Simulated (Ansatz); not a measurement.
Input and command of a calculation in Ansatz (plane waves; scalar-relativistic PAW potentials unless the input names others):

```yaml
crystal:
  lattice:
    - [4.6978727379, 0.0, 0.0]
    - [0.0, 4.6978727379, 0.0]
    - [0.0, 0.0, 3.0925789201]
  atoms:
    - { symbol: Mg, position: [0.0, 0.0, 0.0] }
    - { symbol: Mg, position: [0.5, 0.5, 0.5] }
    - { symbol: F, position: [0.3035692819, 0.3035692819, 0.0] }
    - { symbol: F, position: [0.1964307181, 0.8035692819, 0.5] }
    - { symbol: F, position: [0.6964307181, 0.6964307181, 0.0] }
    - { symbol: F, position: [0.8035692819, 0.1964307181, 0.5] }
basis:
  ecutwfc: 420
kpoints:
  mp_grid: { grid: [6, 6, 8] }
hamiltonian:
  xc: pbe
scf:
  occupations: { method: gaussian, width: 0.05 }
  n_extra_bands: 8
output:
  forces: true
  eigenvalues: true
  stress: true
```

```bash
ansatz run input.yaml --threads 1 --pin off --max-ram 2560MiB --backend cpu --events-out ev --progress --plain --runs-dir out
```

Abridged log:
```
Basis set: ecut = 420 eV, 1315 PW (Γ), exchange–correlation on 64×64×48 points (8 copies of the dense FFT grid, shifted against one another)
Bands: 32, of which v1, the nominal top of the filled ones, is band 24 counted from 1 (23 counted from 0)
Symmetry: 16 space group operations
k-points: 50 of 288
SCF iter   1: F=—  HF=-7091.110248 eV  |F-HF|=—  |Δ(HF+E_count)|=         —  Δρ=7.06e-4  dr2=2.17e-4  ethr=1.77e-3  ⟨swp⟩=5.9  Hψ=7233  notcnv=0  defer=13
SCF iter   2: F=—  HF=-7091.110286 eV  |F-HF|=—  |Δ(HF+E_count)|=   3.82e-5  Δρ=3.94e-4  dr2=8.54e-5  ethr=4.51e-7  ⟨swp⟩=2.4  Hψ=3242  notcnv=0  defer=23
SCF iter   3: F=—  HF=-7091.110472 eV  |F-HF|=—  |Δ(HF+E_count)|=   1.86e-4  Δρ=1.75e-4  dr2=2.11e-5  ethr=1.78e-7  ⟨swp⟩=2.0  Hψ=2541  notcnv=0  defer=23
SCF iter   4: F=—  HF=-7091.110480 eV  |F-HF|=—  |Δ(HF+E_count)|=   7.99e-6  Δρ=6.12e-5  dr2=1.28e-6  ethr=4.40e-8  ⟨swp⟩=2.0  Hψ=2043  notcnv=0  defer=23
SCF iter   5: F=—  HF=-7091.110480 eV  |F-HF|=—  |Δ(HF+E_count)|=   4.72e-8  Δρ=3.77e-5  dr2=4.62e-7  ethr=2.66e-9  ⟨swp⟩=2.0  Hψ=2638  notcnv=0  defer=23
SCF iter   6: F=-7091.110481 eV  HF=-7091.110481 eV  |F-HF|=4.28e-9  |Δ(HF+E_count)|=   5.55e-7  Δρ=5.03e-6  dr2=7.79e-9  ethr=2.08e-10  ⟨swp⟩=6.6  Hψ=7418  notcnv=0
SCF 1 converged in 6 iterations: F = -7091.110481 eV  dr2 = 7.79e-9
SCF converged after 6 iterations
Free energy (F): -7091.110481 eV
Harris-Foulkes:  -7091.110481 eV  (|F-HF|=4.28e-9)
Internal energy: -7091.110481 eV  (E = F + TS)
E sigma→0 (E₀):  -7091.110481 eV
Fermi energy:    5.432682 eV
--- Forces (eV/Å), atoms counted from 1 ---
  atom   1  Mg     0.00000000     0.00000000     0.00000000
  atom   2  Mg     0.00000000     0.00000000     0.00000000
  atom   3  F     -0.00006474    -0.00006474     0.00000000
  atom   4  F      0.00006474    -0.00006474     0.00000000
  atom   5  F      0.00006474     0.00006474     0.00000000
  atom   6  F     -0.00006474     0.00006474     0.00000000
--- Stress (GPa, compression-positive) ---
        0.025271       0.000000       0.000000
        0.000000       0.025271       0.000000
        0.000000       0.000000       0.029334
  P = ⅓ Tr σ = 0.0266 GPa (0.266 kbar)
```

Apart from outputs, the input differs from a reference run on usual settings in scf.n_extra_bands: not typed → 8. The reference, at the same geometry, gave pressure 0.03 GPa, largest force 0.000 eV/Å, gap on the mesh 6.84 eV. This run converged in 6 SCF iterations (reference: 6) with an energy at zero smearing within 0.01 meV/atom of the reference's, pressure 0.03 GPa, largest force 0.000 eV/Å, gap on the mesh 6.84 eV.

Time: 8.6 s on 1 thread of Arm Neoverse N1, with other jobs on the host, peak memory 0.34 GiB.